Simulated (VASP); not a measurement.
**In2O3: input slips in a band-gap run and what they do**

Some runs for the gap of In2O3 get a fault in the input on purpose. Which of them show, and how? The starting structure is a measured crystal structure from the Crystallography Open Database. The atoms were first relaxed with LDA in that cell, in a run that isn't shown, and the relaxed structure is the one below.

Main program and level: VASP 6.6.1; Kohn-Sham DFT with plane waves and PAW; LDA.

**1. Set-up**

Symmetry: R-3c, No. 167, trigonal system. The conventional cell has a = 5.487 Å, b = 5.487 Å, c = 14.510 Å, α = 90.00°, β = 90.00°, γ = 120.00°. In has 6 O at 2.12 to 2.25 Å nearest. Nearest to O lie 4 In at 2.12 to 2.25 Å. Farther neighbours and most contacts between anions are not listed.

**2. Reference bands**

INCAR reads:

```
SYSTEM = In2O3
PREC = Accurate
ENCUT = 460
EDIFF = 1E-06
NELM = 100
ISMEAR = 0
SIGMA = 0.03
LREAL = .FALSE.
ALGO = Normal
GGA = CA
NBANDS = 68
LORBIT = 11
LWAVE = .FALSE.
LCHARG = .FALSE.
KPAR = 16
LASPH = .TRUE.
```

POSCAR reads:

```
In2O3
1.0
    2.7435000000      1.5839604635      4.8366666667
   -2.7435000000      1.5839604635      4.8366666667
    0.0000000000     -3.1679209270      4.8366666667
In O
4 6
Direct
    0.8570255814      0.8570255814      0.8570255814
    0.6429744186      0.6429744186      0.6429744186
    0.1429744186      0.1429744186      0.1429744186
    0.3570255814      0.3570255814      0.3570255814
    0.0459967389      0.7500000000      0.4540032611
    0.7500000000      0.4540032611      0.0459967389
    0.4540032611      0.0459967389      0.7500000000
    0.9540032611      0.2500000000      0.5459967389
    0.2500000000      0.5459967389      0.9540032611
    0.5459967389      0.9540032611      0.2500000000
```

KPOINTS reads:

```
Automatic mesh
0
Gamma
6 6 6
0 0 0
```

KPOINTS_OPT reads:

```
Line mode
8
Line-mode
Reciprocal
  0.00000000   0.00000000   0.00000000 GAMMA
  0.50000000   0.00000000   0.00000000 L

  0.50000000   0.00000000   0.00000000 L
  0.50000000   0.23816651  -0.23816651 B1

  0.76183349   0.50000000   0.23816651 B
  0.50000000   0.50000000   0.50000000 Z

  0.50000000   0.50000000   0.50000000 Z
  0.00000000   0.00000000   0.00000000 GAMMA

  0.00000000   0.00000000   0.00000000 GAMMA
  0.36908326   0.00000000  -0.36908326 X

  0.63091674   0.36908326   0.00000000 Q
  0.50000000   0.50000000   0.00000000 F

  0.50000000   0.50000000   0.00000000 F
  0.63091674   0.63091674   0.23816651 P1

  0.63091674   0.63091674   0.23816651 P1
  0.50000000   0.50000000   0.50000000 Z

  0.50000000   0.00000000   0.00000000 L
  0.76183349   0.36908326   0.36908326 P
```

The projector-augmented-wave data sets are In_d and O (LDA family, release 64).

Command:

```
> mpirun -np 16 vasp_std
```

The program printed:

```text
[banner, memory and clock lines left out]
running   16 mpi-ranks, on    1 nodes
 distrk:  each k-point on    1 cores,   16 groups
 distr:  one band on    1 cores,    1 groups

 POSCAR found type information on POSCAR InO
 POSCAR found :  2 types and      10 ions
|                                                                             |
|           W    W    AA    RRRRR   N    N  II  N    N   GGGG   !!!           |
|           W    W   A  A   R    R  NN   N  II  NN   N  G    G  !!!           |
|           W    W  A    A  R    R  N N  N  II  N N  N  G       !!!           |
|           W WW W  AAAAAA  RRRRR   N  N N  II  N  N N  G  GGG   !            |
|           WW  WW  A    A  R   R   N   NN  II  N   NN  G    G                |
|           W    W  A    A  R    R  N    N  II  N    N   GGGG   !!!           |
|                                                                             |
|     For optimal performance we recommend to set                             |
|       NCORE = 2 up to number-of-cores-per-socket                            |
|     NCORE specifies how many cores store one orbital (NPAR=cpu/NCORE).      |
|     This setting can greatly improve the performance of VASP for DFT.       |
|     The default, NCORE=1 might be grossly inefficient on modern             |
|     multi-core architectures or massively parallel machines. Do your        |
|     Unfortunately you need to use the default for GW and RPA                |
|     calculations (for HF NCORE is supported but not extensively tested      |
|     yet).                                                                   |
|                                                                             |

 LDA part: xc-table for (Slater(with rela. corr.)+CA(PZ))
 , standard interpolation
 POSCAR, INCAR and KPOINTS ok, starting setup
 FFT: planning ... GRIDC
 FFT: planning ... GRID_SOFT
 FFT: planning ... GRID
 WAVECAR not read
 entering main loop
       N       E                     dE             d eps       ncg     rms          rms(c)
DAV:   1     0.115411989768E+04    0.11541E+04   -0.35421E+04  4736   0.173E+03
DAV:   2     0.165196158321E+03   -0.98892E+03   -0.89685E+03  4472   0.505E+02
DAV:   3    -0.574146368057E+02   -0.22261E+03   -0.21310E+03  4816   0.214E+02
DAV:   4    -0.728441754472E+02   -0.15430E+02   -0.15256E+02  5320   0.656E+01
DAV:   5    -0.732757620075E+02   -0.43159E+00   -0.43119E+00  5436   0.108E+01    0.234E+01
DAV:   6    -0.638730756973E+02    0.94027E+01   -0.21029E+01  6764   0.497E+01    0.171E+01
DAV:   7    -0.638288707260E+02    0.44205E-01   -0.29426E+00  4952   0.934E+00    0.428E+00
DAV:   8    -0.637176329135E+02    0.11124E+00   -0.24108E-01  6104   0.240E+00    0.193E+00
DAV:   9    -0.636756091174E+02    0.42024E-01   -0.22345E-02  6484   0.193E+00    0.433E-01
DAV:  10    -0.636737981838E+02    0.18109E-02   -0.10526E-02  6268   0.890E-01    0.156E-01
DAV:  11    -0.636739147698E+02   -0.11659E-03   -0.87853E-04  6520   0.215E-01    0.395E-02
DAV:  12    -0.636739249360E+02   -0.10166E-04   -0.51302E-05  6248   0.794E-02    0.374E-02
DAV:  13    -0.636739201654E+02    0.47706E-05   -0.12450E-05  5792   0.241E-02    0.138E-02
DAV:  14    -0.636739201461E+02    0.19305E-07   -0.19168E-06  3240   0.973E-03
   1 F= -.63673920E+02 E0= -.63673920E+02  d E =-.155828E-12
 Start KPOINTS_OPT (optional k-point list driver)
k-point batch [1-32\72]
       N       E                     dE             ncg
DAV:   1     0.288571141139E+05   -0.16966E+05     4740
DAV:   2    -0.160590496784E+04   -0.30463E+05     4432
DAV:   3    -0.840799256476E+04   -0.68021E+04     4776
DAV:   4    -0.889601491998E+04   -0.48802E+03     5368
DAV:   5    -0.890987393090E+04   -0.13859E+02     5472
DAV:   6    -0.891063113986E+04   -0.75721E+00     6212
DAV:   7    -0.891064427340E+04   -0.13134E-01     5940
DAV:   8    -0.891064466830E+04   -0.39490E-03     6208
DAV:   9    -0.891064467768E+04   -0.93863E-05     4672
DAV:  10    -0.891064467840E+04   -0.71783E-06     2936
[...]
k-point batch [65-72\72]
       N       E                     dE             ncg
DAV:   1     0.568523815830E+05   -0.84198E+04     1188
DAV:   2     0.492052262324E+05   -0.76472E+04     1096
DAV:   3     0.474598254513E+05   -0.17454E+04     1200
DAV:   4     0.473323616515E+05   -0.12746E+03     1312
DAV:   5     0.473287132224E+05   -0.36484E+01     1344
DAV:   6     0.473285130403E+05   -0.20018E+00     1524
DAV:   7     0.473285094073E+05   -0.36330E-02     1468
DAV:   8     0.473285092884E+05   -0.11888E-03     1552
DAV:   9     0.473285092858E+05   -0.25673E-05     1224
DAV:  10     0.473285092857E+05   -0.17866E-06      708
```

Elapsed: 32 s, on 16 MPI ranks of Intel Xeon 6975P-C (Granite Rapids), shared host; peak memory 7 GiB; 8.4 min of CPU time.

Lines that name or quote the potential files are left out of all logs, and their timing lines are given in words.

From OUTCAR (step 2):

```text
ion  position               nearest neighbor table
   1  0.857  0.857  0.857-   8 2.12  10 2.12   9 2.12   6 2.25   5 2.25   7 2.25   2 3.11   3 3.24
                             3 3.24   3 3.24   2 3.61   2 3.61   2 3.61   4 3.99   4 3.99   4 3.99
   2  0.643  0.643  0.643-   9 2.12  10 2.12   8 2.12   6 2.25   5 2.25   7 2.25   1 3.11   4 3.24
                             4 3.24   4 3.24   1 3.61   1 3.61   1 3.61   3 3.99   3 3.99   3 3.99
   3  0.143  0.143  0.143-   5 2.12   7 2.12   6 2.12   8 2.25   9 2.25  10 2.25   4 3.11   1 3.24
                             1 3.24   1 3.24   4 3.61   4 3.61   4 3.61   2 3.99   2 3.99   2 3.99
   4  0.357  0.357  0.357-   6 2.12   7 2.12   5 2.12   8 2.25   9 2.25  10 2.25   3 3.11   2 3.24
                             2 3.24   2 3.24   3 3.61   3 3.61   3 3.61   1 3.99   1 3.99   1 3.99
   5  0.046  0.750  0.454-   3 2.12   4 2.12   1 2.25   2 2.25
   6  0.750  0.454  0.046-   4 2.12   3 2.12   1 2.25   2 2.25
   7  0.454  0.046  0.750-   3 2.12   4 2.12   1 2.25   2 2.25
   8  0.954  0.250  0.546-   1 2.12   2 2.12   3 2.25   4 2.25
   9  0.250  0.546  0.954-   2 2.12   1 2.12   3 2.25   4 2.25
  10  0.546  0.954  0.250-   1 2.12   2 2.12   3 2.25   4 2.25

  LATTYP: Found a trigonal (rhomboedric) cell.
 ALAT       =     5.7817875648
 COS(alpha) =     0.5496857780

 Subroutine GETGRP returns: Found 12 space group operations
 (whereof  6 operations were pure point group operations)

The static configuration has the point symmetry S_6 .
 The point group associated with its full space group is D_3d.

 Found     32 irreducible k-points:

   k-points           NKPTS =     32   k-points in BZ     NKDIM =     32   number of bands    NBANDS=     68

   dimension x,y,z NGX =    40 NGY =   40 NGZ =   40
   dimension x,y,z NGXF=    80 NGYF=   80 NGZF=   80

   ENCUT  =  460.0 eV  33.81 Ry    5.81 a.u.  10.11 10.11 10.11*2*pi/ulx,y,z

   NELECT =      88.0000    total number of electrons

 k-points in reciprocal lattice and weights: Automatic mesh
   0.00000000  0.00000000  0.00000000       0.005
   0.16666667 -0.00000000  0.00000000       0.028
   0.33333333 -0.00000000  0.00000000       0.028
   0.50000000 -0.00000000  0.00000000       0.014
   0.16666667  0.16666667  0.00000000       0.028
   0.33333333  0.16666667 -0.00000000       0.056
   0.50000000  0.16666667  0.00000000       0.056
  -0.33333333  0.16666667 -0.00000000       0.056
  -0.16666667  0.16666667  0.00000000       0.028
[...]
-0.33333333  0.50000000  0.33333333       0.028
   0.50000000  0.50000000  0.50000000       0.005

 average (electrostatic) potential at core
       1 -92.6326       2 -92.6326       3 -92.6326       4 -92.6326       5 -68.9655
       6 -68.9655       7 -68.9655       8 -68.9655       9 -68.9655      10 -68.9655

 E-fermi :   5.4461

 k-point     1 :       0.0000    0.0000    0.0000
  band No.  band energies     occupation
    ...
     40       4.9120      2.00000
     41       5.0345      2.00000
     42       5.0345      2.00000
     43       5.2660      2.00000
     44       5.2660      2.00000
     45       6.5055      0.00000
     46      10.6582      0.00000
     47      11.4066      0.00000
     48      12.4324      0.00000
     49      14.3460      0.00000
    ...

 k-point     2 :       0.1667   -0.0000    0.0000
  band No.  band energies     occupation
    ...
     40       4.7985      2.00000
     41       5.0316      2.00000
     42       5.0999      2.00000
     43       5.1006      2.00000
     44       5.2482      2.00000
     45       7.3907      0.00000
     46      10.9779      0.00000
     47      11.2694      0.00000
     48      12.1530      0.00000
     49      13.3821      0.00000
    ...

 k-point     3 :       0.3333   -0.0000    0.0000
  band No.  band energies     occupation
    ...
     40       4.6522      2.00000
     41       4.6650      2.00000
     42       4.7611      2.00000
     43       5.1637      2.00000
     44       5.3051      2.00000
     45       8.8087      0.00000
     46      11.0416      0.00000
     47      11.1923      0.00000
     48      11.4556      0.00000
     49      12.9923      0.00000
    ...

  Total       -2.4814463     -2.4814463     -2.4870275      0.0000000      0.0000000      0.0000000
  in kB      -31.5259915    -31.5259915    -31.5968989      0.0000000      0.0000000      0.0000000
  external PRESSURE =     -31.5496273 kB  Pullay stress =       0.0000000 kB

  energy-cutoff  :      460.00
  volume of cell :      126.11
      direct lattice vectors                 reciprocal lattice vectors
     2.743500000  1.583960463  4.836666667     0.182248952  0.105221482  0.068917988
    -2.743500000  1.583960463  4.836666667    -0.182248952  0.105221482  0.068917988
     0.000000000 -3.167920927  4.836666667     0.000000000 -0.210442963  0.068917988

 POSITION                                       TOTAL-FORCE (eV/Angst)
 -----------------------------------------------------------------------------------
      0.00000      0.00000     12.43544         0.000000      0.000000      0.020395
      0.00000      0.00000      9.32956         0.000000      0.000000     -0.020395
      0.00000      0.00000      2.07456         0.000000      0.000000     -0.020395
      0.00000      0.00000      5.18044         0.000000      0.000000      0.020395
     -1.93143     -0.17742      6.04583        -0.004453     -0.007713      0.000000
      0.81207      1.76138      6.04583        -0.004453      0.007713      0.000000
      1.11937     -1.58396      6.04583         0.008907      0.000000      0.000000
      1.93143      0.17742      8.46417         0.004453      0.007713      0.000000
     -0.81207     -1.76138      8.46417         0.004453     -0.007713      0.000000
     -1.11937      1.58396      8.46417        -0.008907      0.000000      0.000000
 -----------------------------------------------------------------------------------
    total drift:                                0.000000     -0.000000     -0.000000

  FREE ENERGIE OF THE ION-ELECTRON SYSTEM (eV)
  ---------------------------------------------------
  free  energy   TOTEN  =       -63.6739201461 eV

  energy  without entropy=      -63.6739201461  energy(sigma->0) =      -63.67392015

 total charge
# of ion       s       p       d       tot
------------------------------------------
    1        0.660   0.678  10.069  11.407
    2        0.660   0.678  10.069  11.407
    3        0.660   0.678  10.069  11.407
    4        0.660   0.678  10.069  11.407
    5        1.560   3.429   0.000   4.988
    6        1.560   3.429   0.000   4.988
    7        1.560   3.429   0.000   4.988
    8        1.560   3.429   0.000   4.988
    9        1.560   3.429   0.000   4.988
   10        1.560   3.429   0.000   4.988
--------------------------------------------------
tot         11.999  23.284  40.274  75.556

[... 3 further parts left out ...]
```

Spin-orbit coupling is off here; with elements this heavy it can split and shift levels by tenths of an eV. At this level the cell is under a tension of 3.2 GPa, so at these settings it is away from equilibrium.

The reference gap is 1.199 eV.

**3. Bands with a k mesh far too coarse and no band path**

A slip made on purpose: a k mesh far too coarse and no band path. Against step 2 the input has a 1×1×1 mesh and no band path (also changed: NELM, NBANDS, NCORE and KPAR).

INCAR reads:

```
SYSTEM = In2O3
PREC = Accurate
ENCUT = 460
EDIFF = 1E-06
NELM = 60
ISMEAR = 0
SIGMA = 0.03
LREAL = .FALSE.
ALGO = Normal
GGA = CA
NBANDS = 54
LORBIT = 11
LWAVE = .FALSE.
LCHARG = .FALSE.
NCORE = 4
LASPH = .TRUE.
```

POSCAR is that of step 2.

KPOINTS reads:

```
Automatic mesh
0
Gamma
1 1 1
0 0 0
```

Command:

```
> mpirun -np 16 vasp_std
```

The program printed:

```text
[banner, memory and clock lines left out]
running   16 mpi-ranks, on    1 nodes
[...]
LDA part: xc-table for (Slater(with rela. corr.)+CA(PZ))
 , standard interpolation
|                                                                             |
|           W    W    AA    RRRRR   N    N  II  N    N   GGGG   !!!           |
|           W    W   A  A   R    R  NN   N  II  NN   N  G    G  !!!           |
|           W    W  A    A  R    R  N N  N  II  N N  N  G       !!!           |
|           W WW W  AAAAAA  RRRRR   N  N N  II  N  N N  G  GGG   !            |
|           WW  WW  A    A  R   R   N   NN  II  N   NN  G    G                |
|           W    W  A    A  R    R  N    N  II  N    N   GGGG   !!!           |
|                                                                             |
|     The number of bands has been changed from the values supplied in        |
|     The orbitals not found in the WAVECAR file will be initialized with     |
|     random numbers, which is usually adequate. For correlated               |
|     calculations, however, you should redo the groundstate calculation.     |
|     I found NBANDS = 54. Now, NBANDS = 56.                                  |
|                                                                             |

 POSCAR, INCAR and KPOINTS ok, starting setup
[...]
entering main loop
       N       E                     dE             d eps       ncg     rms          rms(c)
DAV:   1     0.120608994123E+04    0.12061E+04   -0.38103E+04   112   0.209E+03
DAV:   2     0.161981213427E+03   -0.10441E+04   -0.99903E+03   120   0.600E+02
DAV:   3    -0.539622546874E+02   -0.21594E+03   -0.20966E+03   120   0.250E+02
DAV:   4    -0.714112535647E+02   -0.17449E+02   -0.17292E+02   152   0.758E+01
[...]
DAV:  11    -0.608322145206E+02   -0.39231E-04   -0.59321E-04   184   0.207E-01    0.388E-02
DAV:  12    -0.608322162975E+02   -0.17769E-05   -0.45279E-05   152   0.411E-02    0.129E-02
DAV:  13    -0.608322166775E+02   -0.37998E-06   -0.10745E-06   104   0.742E-03
   1 F= -.60832217E+02 E0= -.60832217E+02  d E =-.376862E-14
```

The job ended after 1.4 s (16 MPI ranks; peak memory 1.7 GiB; 14 s of CPU time).

OUTCAR, selected parts (step 3):

```text
  Total       -4.0932190     -4.0932190     -5.1904061      0.0000000     -0.0000000     -0.0000000
  in kB      -52.0030549    -52.0030549    -65.9424707      0.0000000     -0.0000000     -0.0000000
  external PRESSURE =     -56.6495269 kB  Pullay stress =       0.0000000 kB

 POSITION                                       TOTAL-FORCE (eV/Angst)
 -----------------------------------------------------------------------------------
      0.00000      0.00000     12.43544         0.000000     -0.000000      0.314776
      0.00000      0.00000      9.32956         0.000000     -0.000000     -0.314776
      0.00000      0.00000      2.07456         0.000000     -0.000000     -0.314776
      0.00000      0.00000      5.18044         0.000000     -0.000000      0.314776
     -1.93143     -0.17742      6.04583         0.117041      0.202721     -0.000000
      0.81207      1.76138      6.04583         0.117041     -0.202721     -0.000000
      1.11937     -1.58396      6.04583        -0.234083     -0.000000     -0.000000
      1.93143      0.17742      8.46417        -0.117041     -0.202721     -0.000000
     -0.81207     -1.76138      8.46417        -0.117041      0.202721     -0.000000
     -1.11937      1.58396      8.46417         0.234083     -0.000000     -0.000000
 -----------------------------------------------------------------------------------
    total drift:                                0.000000     -0.000000     -0.000000

  FREE ENERGIE OF THE ION-ELECTRON SYSTEM (eV)
  ---------------------------------------------------
  free  energy   TOTEN  =       -60.8322166775 eV

  energy  without entropy=      -60.8322166775  energy(sigma->0) =      -60.83221668

[... 1 part as in an earlier step ...]

[... 2 further parts left out ...]
[key lines of the parts left out:]
E-fermi :   5.6297
```

With a k mesh far too coarse and no band path the gap is 1.088 eV, -0.111 eV from the reference, read on the mesh alone.

(Part 1 of 2 ends here.)

[Lines on the potential files, build, host, timing and source positions are cut from VASP's logs without a mark.]

[Logs are printed without paths, hosts, clocks, repeated set-up lines and the standing remarks that a program may print on its own settings, such as how far it seeks lower states.]

[Hosts, paths, dates, database ids (printed as entryN), source tags and the programs' standing remarks are cut or masked in the printed files.]
